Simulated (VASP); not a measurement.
# How biaxial strain in the (001) plane changes GaAs (F-43m)

Strain engineering needs slopes: what does biaxial strain in the (001) plane do to the lattice and the band edges of GaAs?

Method: LDA; plane waves and PAW (Ga_d, As), in the first sound run; inputs show where later runs differ, in VASP 6.6.1.

Most raw output is cut from this account.

## 1. The structure

Symmetry: F-43m, No. 216, cubic system. Conventional cell: a = 5.653 Å, b = 5.653 Å, c = 5.653 Å, α = 90.00°, β = 90.00°, γ = 90.00°. Nearest to Ga lie 4 As at 2.45 Å. Nearest to As lie 4 Ga at 2.45 Å. Farther neighbours are not listed.

As a file:

```cif
data_structure
_symmetry_space_group_name_H-M 'P 1'
_symmetry_Int_Tables_number 1
_cell_length_a 3.9973
_cell_length_b 3.9973
_cell_length_c 3.9973
_cell_angle_alpha 60.000
_cell_angle_beta 60.000
_cell_angle_gamma 60.000
_cell_volume 45.16
loop_
_atom_site_label
_atom_site_type_symbol
_atom_site_fract_x
_atom_site_fract_y
_atom_site_fract_z
_atom_site_occupancy
Ga1 Ga 0.00000 0.00000 0.00000 1
As2 As 0.25000 0.25000 0.25000 1
```

## 2. Relax the crystal, LDA

The series starts from the cell that this level prefers, so that zero strain is near zero stress.

This step took 2 runs in a row; the last is shown.

Level: LDA; plane waves and PAW (Ga_d, As).

INCAR reads:

```
SYSTEM = GaAs
PREC = Accurate
ENCUT = 450
EDIFF = 1E-07
NELM = 120
ISMEAR = 0
SIGMA = 0.02
LREAL = .FALSE.
ALGO = Normal
GGA = CA
NBANDS = 15
LORBIT = 11
LWAVE = .FALSE.
LCHARG = .FALSE.
KPAR = 16
IBRION = 2
NSW = 40
ISIF = 3
EDIFFG = -0.005
POTIM = 0.4
```

POSCAR reads:

```
GaAs
1.0
    0.0000000000      2.8045104135      2.8045104135
    2.8045104135      0.0000000000      2.8045104135
    2.8045104135      2.8045104135      0.0000000000
Ga As
1 1
Direct
    0.0000000000      0.0000000000      0.0000000000
    0.2500000000      0.2500000000      0.2500000000
```

KPOINTS reads:

```
Automatic mesh
0
Gamma
9 9 9
0 0 0
```

The projector-augmented-wave data sets are Ga_d and As (LDA family, release 64).

Command:

```sh
$ mpirun -np 16 vasp_std
```

Elapsed: 7.4 s, on 16 MPI ranks of AMD EPYC 7R13 (Zen 3), shared host; peak memory 2.2 GiB.

This run gave:

* energy(sigma→0) of the program: -9.6394 eV
* stress, compression positive: xx, yy, zz -0.01, -0.01, -0.01 GPa
* volume: 44.117 Å³
* ionic steps: 1

## 3. Strain along the normal, LDA

One member in full: the plane is strained by 1 %, and the strain along the normal is moved by secant steps until the normal stress is under 0.012 GPa or five steps are spent; the atoms relax at each step.

This step took 3 runs, each at a new trial strain with the atoms of the one before; the last is shown.

Level: LDA; plane waves and PAW (Ga_d, As); cell typed or built by script.

INCAR, as its differences from that of step 2:

```diff
@@ -14,7 +14,7 @@
 LCHARG = .FALSE.
-KPAR = 16
-IBRION = 2
-NSW = 40
-ISIF = 3
-EDIFFG = -0.005
-POTIM = 0.4
+KPAR = 4
+IBRION = 1
+NSW = 25
+ISIF = 2
+EDIFFG = -0.004
+POTIM = 0.3
```

POSCAR reads:

```
GaAs
1.0
    0.0000000000      2.8325555180      2.7785850370
    2.8325555180      0.0000000000      2.7785850370
    2.8325555180      2.8325555180      0.0000000000
Ga As
1 1
Direct
    0.0000000000      0.0000000000      0.0000000000
    0.2500000000      0.2500000000      0.2500000000
```

KPOINTS is that of step 2.

Command:

```sh
$ mpirun -np 4 vasp_std
```

The job ended after 25 s (4 MPI ranks; peak memory 0.54 GiB).

Read from the output:

```
energy(sigma→0) of the program : -9.6364 eV
stress, compression positive   : xx, yy, zz -1.18, -1.18, 0.00 GPa
ionic steps                    : 1
```

## 4. Band edges, HSE06

Short lines in KPOINTS_OPT sample the zone centre along and across the normal of the plane, for masses, and the other valleys.

Level: HSE06; plane waves and PAW (Ga_d, As); cell typed or built by script.

INCAR reads:

```
SYSTEM = GaAs
PREC = Accurate
ENCUT = 450
EDIFF = 1E-06
NELM = 100
ISMEAR = 0
SIGMA = 0.02
LREAL = .FALSE.
ALGO = Normal
LHFCALC = .TRUE.
AEXX = 0.25
GGA = PE
HFSCREEN = 0.2
LASPH = .TRUE.
NBANDS = 14
PRECFOCK = Fast
LWAVE = .FALSE.
LCHARG = .FALSE.
KPAR = 4
```

POSCAR is that of step 3.

KPOINTS reads:

```
Automatic mesh
0
Gamma
5 5 5
0 0 0
```

KPOINTS_OPT reads:

```
Line mode
6
Line-mode
Reciprocal
  0.00000000   0.00000000   0.00000000
  0.02211128   0.02211128  -0.00000000

  0.00000000   0.00000000   0.00000000
  0.00000000  -0.02254076  -0.02254076

  0.31000000   0.31000000   0.00000000
  0.50000000   0.50000000   0.00000000

  0.00000000   0.31000000   0.31000000
  0.00000000   0.50000000   0.50000000

  0.45000000   0.45000000   0.45000000
  0.50000000   0.50000000   0.50000000

  0.45000000   0.00000000   0.00000000
  0.50000000   0.00000000   0.00000000

  0.42500000   0.42500000   0.00000000
  0.42500000   0.44754076   0.02254076

  0.50000000   0.50000000   0.50000000
  0.48406128   0.51593872   0.50000000
```

Command:

```sh
$ mpirun -np 4 vasp_std
```

It took 18 min on 4 MPI ranks; peak memory 1 GiB.

Read from the output:

| Property | Result |
| --- | --- |
| energy(sigma→0) of the program | -9.8466 eV |

## 5. Band edges, LDA

Level: LDA; plane waves and PAW (Ga_d, As); cell typed or built by script.

INCAR reads:

```
SYSTEM = GaAs
PREC = Accurate
ENCUT = 450
EDIFF = 1E-06
NELM = 100
ISMEAR = 0
SIGMA = 0.02
LREAL = .FALSE.
ALGO = Normal
GGA = CA
NBANDS = 14
LWAVE = .FALSE.
LCHARG = .FALSE.
KPAR = 4
```

POSCAR is that of step 4.

KPOINTS reads:

```
Automatic mesh
0
Gamma
7 7 7
0 0 0
```

KPOINTS_OPT is that of step 4.

Command:

```sh
$ mpirun -np 4 vasp_std
```

Run time: 23 s. Hardware: 4 MPI ranks; peak memory 0.53 GiB; 81 s of CPU time.

Numbers from this step:

| Quantity | Value |
| --- | --- |
| energy(sigma→0) of the program | -9.6270 eV |
| stress, compression positive | xx, yy, zz -1.21, -1.21, -0.03 GPa |

The run ends at a pressure of -0.82 GPa.

## 6. The whole series

LASPH is off in runs at LDA and on in runs at HSE06.

Hybrid runs start from orbitals of a short LDA run, not shown.

Runs beyond LDA use the data sets made with LDA; this shifts their levels slightly, and their total energies have another zero.

The other members went through these steps as far as the tables show, with the same cutoff and, step by step, the same mesh; 35 runs are not shown. The session took 8.1 core hours (wall time by ranks) on a shared machine.

```tsv
in-plane strain (%)	strain along the normal (%)	in-plane stress, tension positive (GPa)	energy above the unstrained row (meV/atom)	gap on the mesh, LDA (eV)
-2.000	1.795	-2.616	7.265	0.594
-1.000	0.905	-1.257	1.839	0.555
-0.500	0.449	-0.617	0.484	0.535
0	0.000	0.007	0.000	0.512
0.500	-0.459	0.604	0.360	0.433
1.000	-0.924	1.177	1.519	0.356
2.000	-1.859	2.266	6.164	0.205
```

Slopes at zero strain, from cubics through all rows: strain ratio -0.913, stress over strain 122 GPa. For a cubic crystal strained in (001) the ratio is −2C₁₂/C₁₁.

Band edges at HSE06, counted from the valence-band top at Γ, with one row partly withheld:

```tsv
in-plane strain (%)	gap (eV)	conduction band at Γ (eV)	Δ or X valley along z (eV)	Δ or X valley along x (eV)	lowest conduction level at L, [111] (eV)	lowest conduction level at L, [-111] (eV)	second valence level below the top (eV)	third valence level below the top (eV)
-2.000	1.738	1.738	2.107	1.802	1.831	1.831	0.000	0.252
-1.000	?	?	2.072	1.916	1.859	1.859	0.000	0.122
-0.500	1.665	1.665	2.053	1.972	1.867	1.867	0.000	0.059
0	1.638	1.638	2.026	2.026	1.869	1.869	0.000	0.000
0.500	1.552	1.552	1.944	2.022	1.811	1.811	0.058	0.058
1.000	1.467	1.467	1.861	2.020	1.750	1.750	0.114	0.114
2.000	1.299	1.299	1.697	2.021	1.625	1.625	0.220	0.220
```

Conduction masses, in electron masses:

```tsv
in-plane strain (%)	conduction mass at Γ, along the strain axis or the normal of the plane	conduction mass at Γ, across the strain axis or in the plane	L [111] mass, longitudinal	L [111] mass, transverse along [1-10]
-2.000	0.080	0.077	1.576	0.124
-1.000	0.076	0.074	1.599	0.117
-0.500	0.074	0.073	1.621	0.115
0	0.072	0.072	1.634	0.112
0.500	0.069	0.070	1.633	0.110
1.000	0.067	0.069	1.599	0.108
2.000	0.062	0.066	1.573	0.104
```

Band edges at LDA, counted from the valence-band top at Γ:

```tsv
in-plane strain (%)	gap (eV)	conduction band at Γ (eV)	Δ or X valley along z (eV)	Δ or X valley along x (eV)	lowest conduction level at L, [111] (eV)	lowest conduction level at L, [-111] (eV)	second valence level below the top (eV)	third valence level below the top (eV)
-2.000	0.593	0.593	1.342	1.040	0.886	0.886	0.000	0.241
-1.000	0.553	0.554	1.303	1.150	0.915	0.915	0.000	0.116
-0.500	0.533	0.533	1.281	1.205	0.923	0.923	0.000	0.057
0	0.510	0.510	1.258	1.258	0.928	0.928	0.000	0.000
0.500	0.431	0.432	1.178	1.255	0.874	0.874	0.055	0.055
1.000	0.354	0.354	1.098	1.254	0.820	0.820	0.108	0.108
2.000	0.203	0.203	0.940	1.256	0.707	0.707	0.209	0.209
```

Conduction masses, in electron masses:

```tsv
in-plane strain (%)	conduction mass at Γ, across the strain axis or in the plane	L [111] mass, longitudinal	L [111] mass, transverse along [1-10]
-2.000	0.036	1.703	0.106
-1.000	0.034	1.740	0.102
-0.500	0.033	1.748	0.101
0	0.032	1.741	0.099
0.500	0.031	1.735	0.097
1.000	0.029	1.729	0.096
2.000	0.027	1.699	0.093
```

## 7. Fit and prediction

The quantity to fit is the conduction level at Γ above the mean of the three top valence levels at HSE06: 1.822, 1.685, 1.638, 1.590, 1.543, 1.445 eV in the rows shown.

A least-squares parabola through the 6 rows shown, with e the strain in %: E = − 0.001010 e² − 0.09422 e + 1.638 (eV), r.m.s. residual 2.0e-4 eV.

At e = -1 this predicts 1.7311 eV.

## 8. Prediction against calculation

The calculation gives 1.7312 eV, so the prediction is 0.0001 eV too low.

## 9. Outcome

- ratio of normal to in-plane strain: -0.913
- biaxial modulus: 122 GPa
- gap of the unstrained cell, HSE06: 1.64 eV
- gap of the unstrained cell, LDA: 0.51 eV
- slope at zero strain of the conduction level at Γ above the mean of the three top valence levels, HSE06: -94 meV per %
- error of the predicted row: -0.1 meV
- valence shear potential |b|, HSE06: 2.05 eV

**Reading.** As a check, the curvature of the energy gives 122 GPa for the same modulus (energy per volume = M × strain²), 0 % from the slope of the stress. At HSE06 the lowest conduction valley is Γ throughout, and the gap runs between 1.30 and 1.74 eV. At LDA the lowest conduction valley is Γ throughout, and the gap runs between 0.20 and 0.59 eV. Without spin-orbit coupling the three valence levels split by 3|b| times the difference of the strains; the rows within 1 % give |b| = 2.05 eV. Hole masses are left out throughout, since the top bands are degenerate or cross in many series; of conduction masses, those of the Γ, L and (for Si and Ge under (001) strain) Δ valleys are kept where they change by under an eighth between rows. A measured gap of unstrained GaAs is 1.42 eV (arxiv:0805.2212, direct gap E0 at Gamma from PR, 300 K); the static gaps here belong to the lattice relaxed at LDA. HSE06 ran on a coarser mesh than the semilocal levels. Semilocal gaps are as a rule too small. Spin-orbit coupling is left out at HSE06 and LDA, so the valence splittings there lack it. Δ or X levels are the lowest on their line, refined by a parabola unless they lie at X; the gap is read from all points sampled and can differ from the lowest valley by some meV, or by tens of meV where strain moves the valence top off Γ. Temperature, zero-point motion and excitons are left out.

[Lines on the potential files, build, host, timing and source positions are cut from VASP's logs without a mark.]

[Logs are printed without paths, hosts, clocks, repeated set-up lines and the standing remarks that a program may print on its own settings, such as how far it seeks lower states.]

[Hosts, paths, dates, database ids (printed as entryN), source tags and the programs' standing remarks are cut or masked in the printed files.]

[In band tables of VASP the shares of atoms and orbitals are scaled to a sum of 1 inside the atoms' spheres.]
